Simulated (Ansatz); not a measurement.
# Structure relaxation of PtSe2

Theory: DFT r2SCAN, scalar-relativistic, plane waves, PAW in Ansatz.

The start is a database structure of PtSe2, space group P-3m1 (No. 164).

Input of the last, converged step (default PAW datasets):

```yaml
crystal:
  lattice:
    - [3.717306548, 0.0, 0.0]
    - [-1.858653274, 3.2192819042, 0.0]
    - [0.0, 0.0, 5.82007402]
  atoms:
    - { symbol: Pt, position: [0.0, 0.0, 0.0] }
    - { symbol: Se, position: [0.66666667, 0.33333333, 0.77461184] }
    - { symbol: Se, position: [0.33333333, 0.66666667, 0.22538816] }
basis:
  ecutwfc: 500
kpoints:
  mp_grid: { grid: [9, 9, 6] }
hamiltonian:
  xc: r2scan
scf:
  occupations: { method: gaussian, width: 0.02 }
output:
  forces: true
  stress: true
  eigenvalues: true
relax:
  adjacent_minimum: "off"
  f_tol: 0.01
  max_steps: 80
  cell: { stress_tol: 0.05 }
```

It can be run as:

```bash
ansatz run input.yaml --threads 1 --pin off --backend cpu --events-out ev --progress --plain --runs-dir out  # memory cap (--max-ram) not shown
```

The program printed at the end:

```
SCF converged after 5 iterations
Free energy (F): -23494.415234 eV
Harris-Foulkes:  -23494.415234 eV  (|F-HF|=1.46e-11)
Internal energy: -23494.415234 eV  (E = F + TS)
E sigma→0 (E₀):  -23494.415234 eV
Fermi energy:    10.606872 eV
--- Per-component energies (eV) ---
  E_band       = -1116.352275
  E_kinetic    = 873.429222
  E_local      = -7914.327499  (includes V_loc(G=0)·N_el)
  E_nonlocal   = -988.056127
  E_hartree    = 3657.801452
  E_xc         = -446.324503
  E_vxc        = -548.828805  (∫ρ·V_xc dr)
  E_paw        = -13330.973665  (= ΣΔE_a)
  E_vpaw       = 113.703883  (= ΣTr[D̂ρ^β])
  E_aug_tail   = -0.000273  (compensation charges beyond the density's cutoff)
  E_vtau       = 32.124263  (kinetic-family band-sum trace: ∫τ·v_τ [+ j·A + Jᵃ·Aᵃ] dr)
  E_ewald      = -5342.202808
  E_core_change = -3.761035  (= ΣΔE_core)
  E_smearing   =  0.000000  (= −TS)
  E_closure    = 0.000000  (closes the sum)
  Σ components = -23494.415234   (vs F -23494.415234, Δ=0.00e0)
--- Forces (eV/Å), atoms counted from 1 ---
  atom   1  Pt     0.00000000     0.00000000     0.00000000
  atom   2  Se     0.00000000     0.00000000     0.00743526
  atom   3  Se     0.00000000     0.00000000    -0.00743526
  max |Σ_I F_I| component: 1.16e-18 eV/Å
--- Stress (GPa, compression-positive) ---
       -0.017055       0.000000       0.000000
        0.000000      -0.017055       0.000000
        0.000000       0.000000      -0.029548
  P = ⅓ Tr σ = -0.0212 GPa (-0.212 kbar)
--- Relaxed structure (1 steps of the walk, 1 accepted, 1 SCFs on fresh bases) ---
  F+E_penalty+E_count = -23494.41523388 eV   max|allowed force component| = 7.435e-3 eV/Å   (the final SCF, on the basis selected at the relaxed cell)
  cell:  # Å, volume = 69.6492 Å³
    - [3.717307, 0.0, 0.0]
    - [-1.858653, 3.219282, 0.0]
    - [0.0, 0.0, 5.82007402]
  atoms:
    - { symbol: Pt, position: [0.0, 0.0, 0.0] }
    - { symbol: Se, position: [0.666667, 0.333333, 0.774612] }
    - { symbol: Se, position: [0.333333, 0.666667, 0.22538816] }
```

Total energies depend on the potentials used, so only differences within one code and one set of settings carry meaning.

The result has space group P-3m1 (No. 164). Pt has 6 Se at 2.52 Å; Se has 3 Pt at 2.52 Å.

Against the elements it lies at -0.457 eV/atom. Energies over the elements count from the elements' standard structures at the same level, with no empirical corrections.

No dispersion correction is applied, so the spacing between layers, chains or molecules is poorly fixed, and with it the volume and density. Spin–orbit coupling is left out.

A structure relaxed within its symmetry needn't be a true minimum.